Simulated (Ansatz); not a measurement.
ZnS (wurtzite), relaxed with r2SCAN in the plane-wave code Ansatz. The symmetry is P6_3mc (No. 186, hexagonal); a = 3.805 Å, c = 6.244 Å in the conventional setting, 19.58 Å³ an atom. Zn is surrounded by 4 S at 2.33–2.34 Å; S is surrounded by 4 Zn at 2.33–2.34 Å.

The axes x, y and z are those of this cell:
```xyz
4
Lattice="3.8055 0.0000 0.0000 -1.9027 3.2956 0.0000 0.0000 0.0000 6.2440" Properties=species:S:1:pos:R:3 pbc="T T T"
Zn    0.0000    2.1971    0.0021
Zn    1.9027    1.0985    3.1241
S     0.0000    2.1971    2.3394
S     1.9027    1.0985    5.4614
```

Unstrained: The PBE gap is direct at Γ: 2.213 eV. The r2SCAN gap is direct at Γ: 2.781 eV. The HSE06 gap is direct at Γ: 3.444 eV. Meshes: PBE 12×12×4, r2SCAN 12×12×4, HSE06 6×6×4. Strains are changes of length per length. After each strain the atoms were relaxed again with r2SCAN within the symmetry that the strain leaves, so tilts or polar shifts that break it weren't tested; points keep the names that they have in the unstrained zone. (Simulation; spin polarisation is off.)

Question: For epitaxial +1.0 % in the xy plane, how far does the free direction move, and what happens to the gap?

Answer: The normal strain at zero normal stress is -0.53 %, 0.53 of the in-plane strain with the sign turned. PBE: the gap goes from 2.213 to 2.186 eV (-0.027 eV); with r2SCAN the top three valence levels at Γ, grouped 2+1 from the top over 85 meV, become 2+1 over 10 meV. r2SCAN: the gap goes from 2.781 to 2.752 eV (-0.029 eV). HSE06: the gap goes from 3.444 to 3.413 eV (-0.031 eV).

Question: For epitaxial -3.0 % in the xy plane, how far does the free direction move, and what happens to the gap?

Answer: The normal strain at zero normal stress is +1.86 %, 0.62 of the in-plane strain with the sign turned. PBE: the gap goes from 2.213 to 2.186 eV (-0.027 eV). r2SCAN: the gap goes from 2.781 to 2.745 eV (-0.036 eV). HSE06: the gap goes from 3.444 to 3.413 eV (-0.031 eV).

Question: Estimate what epitaxial +2.0 % in the xy plane, free normal strain -1.09 % does to the gap.

Answer: PBE: the gap goes from 2.213 to 2.097 eV (-0.116 eV); with r2SCAN the top three valence levels at Γ, grouped 2+1 from the top over 85 meV, become 1+2 over 57 meV. r2SCAN: the gap goes from 2.781 to 2.659 eV (-0.122 eV). HSE06: the gap goes from 3.444 to 3.313 eV (-0.131 eV). The r2SCAN energy rises by 7.4 meV an atom.

Question: For epitaxial -1.0 % in the xy plane, how far does the free direction move, and what happens to the gap?

Answer: The normal strain at zero normal stress is +0.60 %, 0.60 of the in-plane strain with the sign turned. PBE: the gap goes from 2.213 to 2.222 eV (+0.009 eV); with r2SCAN the top three valence levels at Γ, grouped 2+1 from the top over 85 meV, become 2+1 over 176 meV. r2SCAN: the gap goes from 2.781 to 2.789 eV (+0.008 eV). HSE06: the gap goes from 3.444 to 3.454 eV (+0.010 eV).

Question: Apply epitaxial -4.0 % in the xy plane, free normal strain +2.50 %. How far does the gap move, against the unstrained cell?

Answer: PBE: the gap goes from 2.213 to 2.135 eV (-0.078 eV). r2SCAN: the gap goes from 2.781 to 2.688 eV (-0.093 eV). HSE06: the gap goes from 3.444 to 3.358 eV (-0.086 eV). The r2SCAN energy rises by 33.6 meV an atom.

Question: Apply epitaxial -2.0 % in the xy plane, free normal strain +1.23 %. How far does the gap move, against the unstrained cell?

Answer: PBE: the gap goes from 2.213 to 2.213 eV (0.000 eV); with r2SCAN the top three valence levels at Γ, grouped 2+1 from the top over 85 meV, become 2+1 over 281 meV. r2SCAN: the gap goes from 2.781 to 2.778 eV (-0.003 eV). HSE06: the gap goes from 3.444 to 3.444 eV (0.000 eV). The r2SCAN energy rises by 8.2 meV an atom.

Question: For epitaxial +4.0 % in the xy plane, how far does the free direction move, and what happens to the gap?

Answer: The normal strain at zero normal stress is -2.24 %, 0.56 of the in-plane strain with the sign turned. PBE: the gap goes from 2.213 to 1.909 eV (-0.304 eV); with r2SCAN the top three valence levels at Γ, grouped 2+1 from the top over 85 meV, become 1+2 over 160 meV. r2SCAN: the gap goes from 2.781 to 2.460 eV (-0.321 eV). HSE06: the gap goes from 3.444 to 3.106 eV (-0.338 eV).

Question: For epitaxial +3.0 % in the xy plane, how far does the free direction move, and what happens to the gap?

Answer: The normal strain at zero normal stress is -1.69 %, 0.56 of the in-plane strain with the sign turned. PBE: the gap goes from 2.213 to 2.001 eV (-0.212 eV); with r2SCAN the top three valence levels at Γ, grouped 2+1 from the top over 85 meV, become 1+2 over 115 meV. r2SCAN: the gap goes from 2.781 to 2.558 eV (-0.223 eV). HSE06: the gap goes from 3.444 to 3.208 eV (-0.236 eV).

The meshes of the hybrids are coarse, so their gaps aren't converged to the digits shown.

The splittings at Γ are without spin-orbit coupling, which regroups them where it is of like size.
